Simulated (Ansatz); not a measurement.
Take BeO in the wurtzite structure (space group P6_3mc, No. 186; a = 2.712 Å, c = 4.404 Å) as the base.

The change: a hydrostatic pressure of 0.7 GPa.

The values are results of PBE (Ansatz, an electronic-structure program), no spin-orbit coupling, earlier PAW set, not measurements.

Base, band edges from the VBM (valence, conduction): K -2.38, 9.11; H -1.26, 11.56; M -0.92, 9.72; L -1.70, 8.97; A -0.53, 9.71; Γ 0.00, 7.46 eV.

Give the band edges at the high-symmetry points of the new zone, measured from its valence-band maximum.


```
point  valence edge (eV)  conduction edge (eV)
-----  -----------------  --------------------
Γ                   0.00                  7.49
M                  -0.92                  9.74
K                  -2.38                  9.12
A                  -0.53                  9.75
L                  -1.70                  8.98
H                  -1.26                 11.58
```

The gap is 7.49 eV, direct at Γ.

Load acts through the strain it causes; cell and atoms are relaxed under it. Stability against distortions was not tested.
